**Q.** I work on spectra of ions with 45 electrons and have Hartree-Fock 4p-4d Slater integrals for most of the sequence, with a gap from Yb²⁵⁺ to Re³⁰⁺. Can you fill the gap by reasoning before we look at the computed values, and tell me how far to trust the result?

B-spline radial code 1, non-relativistic Hartree-Fock for spherical ions at the basis-set limit, with configuration average and point nucleus. All rows are 45-electron ions with the configuration [Kr] 4d9. F0, F2, G1 and G3 are unscreened Slater-Condon radial integrals between the 4p and 4d orbitals, and <r> is the mean radius of an orbital.

| species | Z | charge (e) | F0(4p,4d) (eV) | F2(4p,4d) (eV) | G1(4p,4d) (eV) | G3(4p,4d) (eV) | F2/F0 | G1/F2 | <r>(4p) (bohr) | <r>(4d) (bohr) |
| --- | --- | --- | --- | --- | --- | --- | --- | --- | --- | --- |
| Pd+ | 46 | 1 | 19.708 | 9.6625 | 12.146 | 7.3974 | 0.490 | 1.257 | 1.0616 | 1.4260 |
| Ag2+ | 47 | 2 | 21.270 | 10.621 | 13.432 | 8.2256 | 0.499 | 1.265 | 1.0140 | 1.2870 |
| In4+ | 49 | 4 | 24.127 | 12.304 | 15.645 | 9.6694 | 0.510 | 1.272 | 0.92814 | 1.0983 |
| Sn5+ | 50 | 5 | 25.478 | 13.073 | 16.638 | 10.322 | 0.513 | 1.273 | 0.89003 | 1.0286 |
| Te7+ | 52 | 7 | 28.083 | 14.523 | 18.481 | 11.537 | 0.517 | 1.273 | 0.82241 | 0.91762 |
| Xe9+ | 54 | 9 | 30.603 | 15.891 | 20.192 | 12.669 | 0.519 | 1.271 | 0.76447 | 0.83177 |
| Cs10+ | 55 | 10 | 31.841 | 16.553 | 21.011 | 13.211 | 0.520 | 1.269 | 0.73853 | 0.79544 |
| La12+ | 57 | 12 | 34.281 | 17.845 | 22.595 | 14.261 | 0.521 | 1.266 | 0.69177 | 0.73258 |
| Pr14+ | 59 | 14 | 36.685 | 19.104 | 24.120 | 15.272 | 0.521 | 1.263 | 0.65075 | 0.67986 |
| Nd15+ | 60 | 15 | 37.876 | 19.723 | 24.865 | 15.767 | 0.521 | 1.261 | 0.63207 | 0.65650 |
| Sm17+ | 62 | 17 | 40.242 | 20.945 | 26.327 | 16.737 | 0.520 | 1.257 | 0.59785 | 0.61466 |
| Eu18+ | 63 | 18 | 41.417 | 21.549 | 27.045 | 17.215 | 0.520 | 1.255 | 0.58214 | 0.59582 |
| Tb20+ | 65 | 20 | 43.754 | 22.746 | 28.460 | 18.155 | 0.520 | 1.251 | 0.55314 | 0.56162 |
| Ho22+ | 67 | 22 | 46.076 | 23.930 | 29.851 | 19.080 | 0.519 | 1.247 | 0.52696 | 0.53136 |
| Er23+ | 68 | 23 | 47.233 | 24.518 | 30.538 | 19.537 | 0.519 | 1.246 | 0.51481 | 0.51748 |
| Yb25+ | 70 | 25 | ? | ? | ? | ? | ? | ? | ? | ? |
| Hf27+ | 72 | 27 | ? | ? | ? | ? | ? | ? | ? | ? |
| Ta28+ | 73 | 28 | ? | ? | ? | ? | ? | ? | ? | ? |
| Re30+ | 75 | 30 | ? | ? | ? | ? | ? | ? | ? | ? |
| Os31+ | 76 | 31 | 56.402 | 29.150 | 35.898 | 23.106 | 0.517 | 1.231 | 0.43494 | 0.42888 |
| Pt33+ | 78 | 33 | 58.676 | 30.293 | 37.207 | 23.978 | 0.516 | 1.228 | 0.41877 | 0.41143 |
| Hg35+ | 80 | 35 | 60.945 | 31.432 | 38.508 | 24.845 | 0.516 | 1.225 | 0.40378 | 0.39539 |
| Tl36+ | 81 | 36 | 62.078 | 32.000 | 39.155 | 25.277 | 0.515 | 1.224 | 0.39669 | 0.38785 |
| Bi38+ | 83 | 38 | 64.340 | 33.132 | 40.444 | 26.137 | 0.515 | 1.221 | 0.38324 | 0.37362 |

**A.** The definitions come first, because the scaling follows from them. With $P_{4p}$ and $P_{4d}$ the radial functions, and $r_<$, $r_>$ the smaller and larger of $r_1$ and $r_2$, in atomic units,

$$F^k=\iint P_{4p}^2(r_1)\,\frac{r_<^k}{r_>^{k+1}}\,P_{4d}^2(r_2)\,dr_1dr_2,$$

$$G^k=\iint P_{4p}P_{4d}(r_1)\,\frac{r_<^k}{r_>^{k+1}}\,P_{4p}P_{4d}(r_2)\,dr_1dr_2 .$$

$F^0$ is the repulsion of the two spherical charge clouds, $F^2$ its quadrupole part, and $G^1$ and $G^3$ are the exchange integrals. $Z$ is the nuclear charge, the ionic charge is $Z-45$, and $\langle r\rangle$ is the mean radius of an orbital. All rows are non-relativistic. All have 4p⁶4d⁹, which has the single term ²D, so the configuration average hides no term structure and the rows can be read as one trend.

Each kernel has the dimension of an inverse length. If both orbitals shrink by a common factor at fixed shape, all four integrals grow by that factor and their ratios stay put. Size therefore sets the magnitude, and shape sets the ratios.

**Q.** How much of the trend is size alone?

**A.** For $F^0$ nearly all of it. Multiply $F^0$ in hartree by the average of the two mean radii in bohr. Over the known rows the product stays between 0.8948 and 0.9008, a spread of 0.7 %, while $F^0$ itself grows from 19.708 to 64.340 eV. The same product for hydrogenic 4p and 4d orbitals is 0.8912. For Pd⁺, the row with the least hydrogenic orbitals, the average radius is $(1.0616+1.4260)/2=1.2438$ bohr, and $0.90/1.2438$ hartree is 19.7 eV.

The kernel $1/r_>$ makes this plausible. It asks only how far out the outer electron is, so $F^0$ depends little on the inner shape of the orbitals. The two clouds overlap strongly and either electron can be the outer one, so both radii enter. That the plain average works so well is an observation, not a derived result; the product with the 4d radius alone is far less constant. The rule is no use for your gap, since the radii are unknown there too, but it shows that forecasting $F^0$ means forecasting how the $n=4$ shell contracts.

**Q.** Then how does it contract?

**A.** Measure lengths in units of $1/Z$. The Hamiltonian, divided by $Z^2$, becomes a hydrogenic one plus the electron repulsion multiplied by $1/Z$. Perturbation theory in $1/Z$ then gives, for any quantity $X$ that is an inverse length,

$$X=AZ+X_0+X_1/Z+\dots$$

The slope $A$ is the value for hydrogen orbitals and involves no fitting. Direct integration gives 1.1023, 0.5460, 0.5984 and 0.4007 eV per unit $Z$ for $F^0$, $F^2$, $G^1$ and $G^3$. For $1/\langle r\rangle$ the formula $\langle r\rangle=[3n^2-l(l+1)]/2Z$ gives $23/Z$ for 4p and $21/Z$ for 4d, hence $A=1/23$ and $1/21$ per bohr.

It is convenient to write $X=A(Z-\sigma)$ and read a screening number $\sigma$ off each row. If the series stopped after $X_0$, $\sigma$ would be constant. It is not: for $F^0$ it runs 28.12, 26.24, 25.15 and 24.63 at Pd⁺, Xe⁹⁺, Er²³⁺ and Bi³⁸⁺. The slope per unit $Z$ of each of the four integrals falls from one pair of known rows to the next and approaches $A$ from above. For $F^0$ it is $1.417A$ between the first two rows and $1.026A$ between the last two; for $G^1$ it is $2.149A$ and $1.077A$.

The likely reason is penetration. The centrifugal barrier keeps a 4d electron out of the core more than a 4p electron, so it is screened more: $\sigma$ from the radius is 31.27 for 4d and 24.33 for 4p at Pd⁺. At low charge the tail of the 4d orbital feels a net charge of only a few units, and an added proton both pulls the orbital in and moves it inside part of its screening cloud. The columns show the asymmetry. The slope of $1/\langle r\rangle$ for 4d starts at $1.591A$, whereas that for 4p is $1.017A$ at both ends and somewhat higher between, so the 4p radius is the one exception to a steady approach from above.

**Q.** What do you fit, and to which rows?

**A.** I take $\sigma=\sigma_0+b/(Z-s)$, which reproduces the first three terms of the series and sums a geometric tail. For each of the six quantities, $s$ is scanned in steps of 0.1 and $\sigma_0$ and $b$ come from unweighted linear least squares on the 15 known rows with charge 9 or more. The three constants trade against each other, so they carry no separate meaning, and $s$ marks no real pole.

The five lowest rows are left out because the expansion converges badly where 4d is diffuse. Extrapolated there, the form overestimates $F^0$ by 2.0 % and $G^1$ by 3.7 % of the computed value at Pd⁺ and makes 4d too small by 3.8 %; by Te⁷⁺ the errors in the two integrals are 0.06 % and 0.10 %. On the fitted rows the worst residual in any integral is 0.0034 eV, which is still several times the 0.0005 eV rounding of the table. A straight line with a free slope on the same rows misses by up to 0.83 % in $F^0$ and 2.1 % in $G^1$ and $G^3$.

Here is one estimate in full, for Yb²⁵⁺, which is not in the fit. For $F^0$ the constants are $\sigma_0=23.37$, $b=66.0$, $s=31.0$. Then $\sigma=23.37+66.0/(70-31.0)=25.06$ and $F^0=1.1023\,(70-25.06)=49.54$ eV. The unrounded constants give 49.541 eV.

**Q.** Before the numbers: the two ratio columns are nearly constant, yet both rise and then fall. Will that continue in the gap?

**A.** Both are past their maxima there and should keep falling slowly. The rough size of the ratios comes from the kernels. $F^2/F^0$ is the average of $(r_</r_>)^2$ with weight $1/r_>$, and a value near one half says that the inner electron typically sits at about 0.7 of the radius of the outer one. $G^1$ can exceed $F^2$ because its kernel carries only the first power of $r_</r_>$, provided the overlap density $P_{4p}P_{4d}$ does not cancel itself. For hydrogen the nodes of 4p lie at $(10\pm2\sqrt5)/Z$, that is $5.5/Z$ and $14.5/Z$ bohr, and the node of 4d at $12/Z$. The product has one sign beyond $14.5/Z$, the same sign from $5.5/Z$ to $12/Z$, and the opposite sign only between the two outer nodes and near the nucleus. Cancellation is therefore modest.

That a maximum must occur can be read from the table. A ratio of two growing quantities rises while the ratio of their slopes exceeds it. From Pd⁺ to Ag²⁺ the slopes of $F^2$ and $F^0$ are 0.9585 and 1.562 eV per unit $Z$, ratio 0.614, well above 0.490. From Tl³⁶⁺ to Bi³⁸⁺ they are 0.566 and 1.131, ratio 0.500, below 0.515. At infinite $Z$ the column must reach the hydrogenic 0.4953. Having climbed past that limit, it has to turn round. It does so at Pr¹⁴⁺ and Nd¹⁵⁺ (0.5208 and 0.5207), which the rounding cannot separate. $G^1/F^2$ peaks at $Z=50$ to 52 with 1.273 and is still 1.221 at Bi³⁸⁺, against a limit of 1.0960.

**Q.** That tells me it turns round, not why. Is it simply that the integrals are best when the two radii match?

**A.** Mismatch can account for part of the rise. At Pd⁺ the 4d orbital is much larger than 4p, which lowers the typical $r_</r_>$ and the overlap density, so $F^2$ and the exchange integrals suffer more than $F^0$. As 4d contracts they recover faster.

Equal mean radii do not mark the position of the maxima, and they need not be the best match for two orbitals of different shape. The mean radii are still in the order 4d outside 4p at Er²³⁺, eight or more units of $Z$ past both peaks. The radii of the outermost maxima in the same calculations meet earlier (they are almost equal at Sm¹⁷⁺), which is nearer to the peak of $F^2/F^0$ but still after it. More telling, the ratio $F^2/F^0$ within the 4d shell alone, where no mismatch exists, goes 0.5139, 0.5159, 0.5138 at Te⁷⁺, Sm¹⁷⁺ and Os³¹⁺, with a hydrogenic limit of 0.5055. It rises and falls as well, so the shape of each orbital matters, and mismatch is not the whole cause of the rise either. Between Te⁷⁺ and Sm¹⁷⁺ the relative width $\langle r^2\rangle/\langle r\rangle^2$ of 4d shrinks from 1.1544 to 1.1432, so the drawing in of a long outer tail may be another part.

For the fall, the natural argument runs as follows. In a screened field the effective charge is higher inside, so the inner lobes are squeezed and hold less of the density; more of it sits in one outer lobe, which raises the typical $r_</r_>$. As $Z$ grows the inner lobes regain weight and the ratios sink. Three rows allow a partial check. The product $\langle r\rangle\langle 1/r\rangle$, which is sensitive to inner density, rises for 4p from 1.348 through 1.368 to 1.386 toward the hydrogenic 1.4375, as argued. The relative width $\langle r^2\rangle/\langle r\rangle^2$ gives no such support: for 4p it goes from 1.133 to 1.128, away from the hydrogenic 1.134, and for 4d both measures are already close to hydrogenic at Os³¹⁺ and have crossed the limit. These moments are blunt probes for 4d, because the drawing in of its outer tail acts on them against the filling of its inner lobe. Its product does rise, from 1.3086 to 1.3142, so crossing the limit is no evidence against the picture. The three rows are consistent with the inner-lobe picture without proving it. It is also not the only cause of the fall: 4d keeps shrinking relative to 4p toward the hydrogenic radius ratio 0.913, so a mismatch returns with the opposite sign, and this weighs most on $G^1/F^2$.

For the early peak of $G^1/F^2$ I have a guess. Exchange gains when the band of opposite sign between the outer nodes closes. If both orbitals kept hydrogenic shapes and were only rescaled, the nodes would meet when 4d is stretched relative to 4p by $14.5/12\approx1.21$, which puts $\langle r\rangle_{4d}/\langle r\rangle_{4p}$ at $0.913\times1.21\approx1.10$. Te⁷⁺ has $0.91762/0.82241=1.12$, close to the peak. The useful part of this estimate is that exchange is best served when 4d is somewhat larger than 4p, so $G^1/F^2$ peaks while the radius ratio is still above one and falls as 4d shrinks further. The meeting of nodes should not be taken literally. Nodes lie in a region less screened than the mean radius, and in Hartree-Fock orbitals of this sequence the 4d node stays inside the outer 4p node, with the band narrowest at Pd⁺, so a closing band does not fix the peak.

One warning on $\sigma$. At Bi³⁸⁺ it is 15.41 for $G^1$ and 22.31 for $F^2$, and $1.0960\,(83-15.41)/(83-22.31)=1.221$ returns the tabulated ratio. This is an identity. The low $\sigma$ of $G^1$ absorbs the change of shape and counts no electrons.

**Q.** Now commit yourself.

**A.** From the trends of the known rows, in the order Yb²⁵⁺, Hf²⁷⁺, Ta²⁸⁺, Re³⁰⁺:

1. $F^0$ is about 49.54, 51.84, 52.98 and 55.27 eV, each ±0.02 eV.
2. Every integral lies above the chord, the straight line from Er²³⁺ to Os³¹⁺. The excess is largest at Hf²⁷⁺ and Ta²⁸⁺ (0.01 to 0.04 eV) and smaller at Yb²⁵⁺ and Re³⁰⁺.
3. $F^2/F^0$ drifts down within 0.517 to 0.519.
4. $G^1/F^2$ is 1.242, 1.238, 1.237 and 1.233, each ±0.001.
5. The radii cross between $Z=69$ and 70. At Yb²⁵⁺ the 4d is inside by only 0.0001 to 0.0005 bohr; for the other three it is clearly inside.

The second point follows from the falling slopes. That of $F^0$ drops from 1.157 (Ho²²⁺ to Er²³⁺) to 1.137 eV per unit $Z$ (Os³¹⁺ to Pt³³⁺) over 9.5 units, a curvature of 0.0021, and a parabola stands $\tfrac12\times0.0021\times4\times4\approx0.017$ eV above its chord at mid-gap. The fifth is the riskiest. The difference $\langle r\rangle_{4d}-\langle r\rangle_{4p}$ is $+0.00267$ bohr at Er²³⁺ and $-0.00606$ bohr at Os³¹⁺, and the chord gives $0.00267-0.25\times0.00873=+0.00049$ bohr at $Z=70$. I forecast the opposite sign because the difference falls faster on the low-$Z$ side.

The fitted form gives sharper values:

| predicted | $F^0$ (eV) | $F^2$ (eV) | $G^1$ (eV) | $G^3$ (eV) | $\langle r\rangle_{4p}$ (bohr) | $\langle r\rangle_{4d}$ (bohr) |
|---|---|---|---|---|---|---|
| Yb²⁵⁺ | 49.541 | 25.688 | 31.902 | 20.445 | 0.49216 | 0.49186 |
| Hf²⁷⁺ | 51.837 | 26.849 | 33.248 | 21.340 | 0.47145 | 0.46880 |
| Ta²⁸⁺ | 52.981 | 27.427 | 33.915 | 21.785 | 0.46175 | 0.45810 |
| Re³⁰⁺ | 55.265 | 28.577 | 35.240 | 22.668 | 0.44352 | 0.43816 |
| error bar | 0.004 | 0.002 | 0.003 | 0.002 | 0.00004 | 0.00014 |

Each bar is the larger of two numbers plus the rounding: the worst residual on the fitted rows, and the worst miss on Sm¹⁷⁺, Eu¹⁸⁺, Tb²⁰⁺ and Ho²²⁺ when those four are also dropped and the fit repeated. For the radius difference at Yb²⁵⁺ the form gives $-0.00030\pm0.00019$ bohr, with the crossing at $Z=69.77$.

**Q.** Here are the computed rows.

The withheld rows as computed:

| species | Z | charge (e) | F0(4p,4d) (eV) | F2(4p,4d) (eV) | G1(4p,4d) (eV) | G3(4p,4d) (eV) | F2/F0 | G1/F2 | <r>(4p) (bohr) | <r>(4d) (bohr) |
| --- | --- | --- | --- | --- | --- | --- | --- | --- | --- | --- |
| Yb25+ | 70 | 25 | 49.538 | 25.687 | 31.900 | 20.443 | 0.519 | 1.242 | 0.49214 | 0.49190 |
| Hf27+ | 72 | 27 | 51.834 | 26.848 | 33.245 | 21.339 | 0.518 | 1.238 | 0.47144 | 0.46884 |
| Ta28+ | 73 | 28 | 52.979 | 27.426 | 33.913 | 21.784 | 0.518 | 1.237 | 0.46174 | 0.45814 |
| Re30+ | 75 | 30 | 55.263 | 28.577 | 35.239 | 22.667 | 0.517 | 1.233 | 0.44351 | 0.43819 |

How did you do?

**A.** All five forecasts fall inside their ranges. For $F^0$ the misses are 0.002, 0.006, 0.001 and 0.007 eV, all on the high side, so ±0.02 eV was generous. The excess over the chord is positive for each integral in each row and ordered Hf²⁷⁺, Ta²⁸⁺, Yb²⁵⁺, Re³⁰⁺; at Hf²⁷⁺ it runs from 0.014 eV in $F^2$ to 0.027 eV in $G^1$. $F^2/F^0$ falls from 0.5185 to 0.5171. The largest miss in $G^1/F^2$ is 0.0005 at Ta²⁸⁺, where the value formed from the integrals is 1.2365.

At Yb²⁵⁺ the 4d is inside by $0.49214-0.49190=0.00024$ bohr. The sign was right and the chord's was wrong. Interpolating linearly between Er²³⁺ and Yb²⁵⁺ places the crossing at $68+2\times0.00267/0.00291\approx69.8$.

The sharper predictions are also within their bars, the worst using 0.80 of the bar ($G^1$). The misses are not random, though. All sixteen predicted integrals are too high and all four 4d radii too small. At Yb²⁵⁺ $F^0$ is off by 0.0029 eV, about six times the rounding; at Re³⁰⁺ the misses in $F^2$ and $G^3$ are of the size of the rounding and mean little. For the integrals the largest misses are nearly as large as the worst residuals on the fitted rows, which points to the three-constant form being slightly the wrong curve, since one pole cannot stand for the whole $1/Z$ series. I have not tested that with a longer form.

**Q.** Does this confirm the physics?

**A.** Only modestly. The gap is eight units of $Z$ wide, it is bracketed by fitted rows, and the electron count and the state do not change across it. What the model added was curvature: at Hf²⁷⁺ it missed $G^1$ by 0.0027 eV where the chord missed by 0.027 eV, and it fixed the sign of a small radius difference. A plain low-order polynomial through the neighbouring rows captures that curvature too, so this is no test of the screening form. For $F^2/F^0$ it added nothing, because the chord is right to 0.00001, within the rounding. The hits say nothing on why the ratios peak. The hydrogenic slopes are better tested by the approach of the slopes from above than by the four rows. For another species between Xe⁹⁺ and Bi³⁸⁺ the same form should hold to a few meV; below charge 7 the error grows from tenths of a per cent at Sn⁵⁺ and In⁴⁺ to a few per cent at Pd⁺.

**Q.** Can I put these integrals into the analysis of my spectra?

**A.** With three reservations. In the ground configuration 4p is full, so $F^2$, $G^1$ and $G^3$ split nothing. A 4p-4d pair then contributes its average energy $F^0-\tfrac1{15}G^1-\tfrac3{70}G^3$; at Er²³⁺ the exchange part is $2.04+0.84=2.87$ eV from unrounded terms, 6 % of $F^0$. The integrals shape multiplets when both shells are open, as in 4p⁵4d⁹ after removal of a 4p electron, and there the orbitals relax and the values shift.

Correlation is absent, and integrals fitted to spectra usually come out smaller than these bare ones. In a solid $F^0$ is screened far more strongly still.

Relativity is the serious limit for your four ions. The 4p spin-orbit constant from the same non-relativistic orbitals is 5.8 eV at Te⁷⁺, 16.8 eV at Sm¹⁷⁺ and 50.9 eV at Os³¹⁺, to be set against $G^1$ of 18.5, 26.3 and 35.9 eV. At Tb²⁰⁺ it is about 22 eV against 28.460 eV, so the bare constants cross between Tb²⁰⁺ and Os³¹⁺, the interval that holds the gap. That places the crossing only roughly: these constants leave out two-electron terms and miss measured fine structure by tens of per cent. In the level energies spin-orbit coupling wins earlier, because the 4p splitting is $\tfrac32$ of the constant while $G^1$ enters the terms of 4p⁵4d⁹ with coefficients below one. There 4p₁/₂ and 4p₃/₂ have different radial functions, with 4p₁/₂ the more contracted, and each has its own integrals with 4d. A crossing decided by 0.00024 bohr is a property of the non-relativistic equations, and bars of a few meV measure how well those equations were interpolated, not how close they are to the ion in your source.
